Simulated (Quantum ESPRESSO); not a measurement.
Input of a Quantum ESPRESSO 7.5 run:

File pw.in:

```
&CONTROL
  calculation = 'vc-relax'
  prefix = 'pwscf'
  outdir = './tmp'
  pseudo_dir = './pseudo'
  tprnfor = .true.
  tstress = .true.
  disk_io = 'low'
  nstep = 40
  forc_conv_thr = 0.0004
  etot_conv_thr = 1d-05
/
&SYSTEM
  ibrav = 0
  nat = 4
  ntyp = 2
  ecutwfc = 55
  ecutrho = 440
  nbnd = 14
  input_dft = 'rvv10'
  occupations = 'smearing'
  smearing = 'mp'
  degauss = 0.01469973
/
&ELECTRONS
  conv_thr = 8d-10
  electron_maxstep = 120
  mixing_beta = 0.5
  mixing_mode = 'TF'
/
&IONS
  ion_dynamics = 'bfgs'
/
&CELL
  cell_dynamics = 'bfgs'
  press = 50
  press_conv_thr = 0.3
/
ATOMIC_SPECIES
Si    28.0850 Si.pbe-n-rrkjus_psl.1.0.0.UPF
C     12.0110 C.pbe-n-kjpaw_psl.1.0.0.UPF
CELL_PARAMETERS bohr
   5.8127975593    0.0000000000    0.0000000000
  -2.9063987797    5.0340303534    0.0000000000
   0.0000000000    0.0000000000    9.5393374771
ATOMIC_POSITIONS bohr
Si     2.9312426764    1.6517257673    4.7464595305
Si    -0.0621853083    3.3808044450   -0.0557383489
C      3.0525906383    1.7185776904    8.4023629219
C     -0.0490571050    3.4147589798    3.7097338728
K_POINTS automatic
7 7 4 0 0 0
```

Potentials or basis: SSSP 1.3 efficiency PBE.

Launch:

```console
$ OMP_NUM_THREADS=1 pw.x -in pw.in > pw.out
```

Task: Predict the relaxed volume.

Result: 10.39 Å³/atom.

Task: Predict the band gap on the k mesh.

Result: 2.75 eV, indirect (least direct gap 4.16 eV).

Task: Estimate the relaxed cell.

Result: a = 3.080 Å, b = 3.080 Å, c = 5.058 Å, α = 90.00°, β = 90.00°, γ = 120.00°.

The path:
| step | energy change (eV) | largest force (eV/Å) | pressure (GPa) | volume (Å³) |
| --- | --- | --- | --- | --- |
| 1 | 0.0000 | 2.7518 | 7.93 | 41.36 |
| 2 | -0.2371 | 0.5671 | 2.79 | 41.98 |
| 3 | -0.2515 | 0.2410 | 4.87 | 41.58 |
| 4 | -0.2568 | 0.0824 | 5.04 | 41.56 |
| 5 | -0.2571 | 0.0556 | 5.03 | 41.56 |
| 6 | -0.2575 | 0.0440 | 5.01 | 41.56 |
| 7 | -0.2579 | 0.0385 | 5.00 | 41.56 |
| 8 | -0.2582 | 0.0237 | 4.99 | 41.57 |
| 9 | -0.2583 | 0.0144 | 4.99 | 41.57 |
| 10 | -0.2582 | 0.0060 | 5.00 | 41.56 |
| 11 | -0.2582 | 0.0006 | 5.00 | 41.56 |

Caveat: the potentials were made for another functional, which shifts forces and pressure; this smearing can shift energies of a crystal with a gap; an odd mesh through Γ misses points on the zone boundary, where band edges often lie.
